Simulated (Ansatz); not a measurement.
# KCl: the cost of one run

Computed with Ansatz 0.2.0 (reference: DFT, HSE06, plane waves, PAW, unless a step's input says otherwise).

**1. The structure to begin with**

It takes space group F-43m (No. 216, cubic). The conventional cell has a = 7.015 Å, b = 7.015 Å, c = 7.015 Å, α = 90.00°, β = 90.00°, γ = 90.00°. Around K (site symmetry -43m) lie 4 Cl at 3.04 Å. Cl (site symmetry -43m) is surrounded by 4 K at 3.04 Å.

Structure file:

```xyz
2
Lattice="0.0000 3.5073 3.5073 3.5073 0.0000 3.5073 3.5073 3.5073 0.0000" Properties=species:S:1:pos:R:3 pbc="T T T"
K     0.0000    0.0000    0.0000
Cl    1.7536    1.7536    1.7536
```

**2. Baseline**

input.yaml

```yaml
crystal:
  lattice:
    - [0.0, 3.5072828304, 3.5072828304]
    - [3.5072828304, 0.0, 3.5072828304]
    - [3.5072828304, 3.5072828304, 0.0]
  atoms:
    - { symbol: K, position: [0.0, 0.0, 0.0] }
    - { symbol: Cl, position: [0.25, 0.25, 0.25] }
kpoints:
  mp_grid: { grid: [4, 4, 4] }
hamiltonian:
  xc: hse06
scf:
  occupations: { method: fixed }
  n_extra_bands: 4
output:
  forces: true
  stress: true
  eigenvalues: true
  write_density: true
  write_potential: true
  elf: true
  volumetric_format: npy
```

Started as:

```console
$ ansatz run input.yaml --threads 4 --pin off --max-ram 3686MiB --backend cpu --events-out ev --progress --plain --runs-dir out
```

What time and memory should one allow on 4 threads of Arm Neoverse N1, shared host?

About 12 s, with a peak of 0.8 GiB.
